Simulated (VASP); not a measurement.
Here is a VASP 6.6.1 calculation.

File INCAR:

```
SYSTEM = Pr
ALGO = Normal
EDIFF = 1E-7
ENCUT = 520
GGA = PE
ISIF = 2
ISMEAR = -1
ISPIN = 2
LASPH = .True.
LCHARG = .True.
LELF = .True.
LMAXMIX = 6
LORBIT = 11
LREAL = .False.
LVHAR = .True.
LWAVE = .False.
MAGMOM = 2
NBANDS = 16
NELM = 100
PREC = Accurate
SIGMA = 0.05
```

KPOINTS

```
k-points
0
Gamma
  9 9 9
  0 0 0
```

File POSCAR:

```
Pr
1.0
    0.0000000000      2.5805000000      2.5805000000
    2.5805000000      0.0000000000      2.5805000000
    2.5805000000      2.5805000000      0.0000000000
Pr
1
Direct
    0.0000000000      0.0000000000      0.0000000000
```

Potentials or basis: VASP PAW PBE potentials, release 64 (Pr).

Command:

```sh
$ cat potpaw_PBE.64/Pr/POTCAR > POTCAR
$ mpirun -np 1 vasp_std > vasp.out
```

Question: Predict the net moment.

Answer: 2.67 μB per cell.

Question: Estimate the band gap on the k mesh.

Answer: None (metal or under the smearing width).

Question: Predict the pressure.

Answer: -0.6 GPa.

Caveat: the magnetic or orbital state may not be the lowest; spin-orbit coupling is left out, which moves the levels of the heavy elements. The state reached can hang on the start; a lower one may exist.
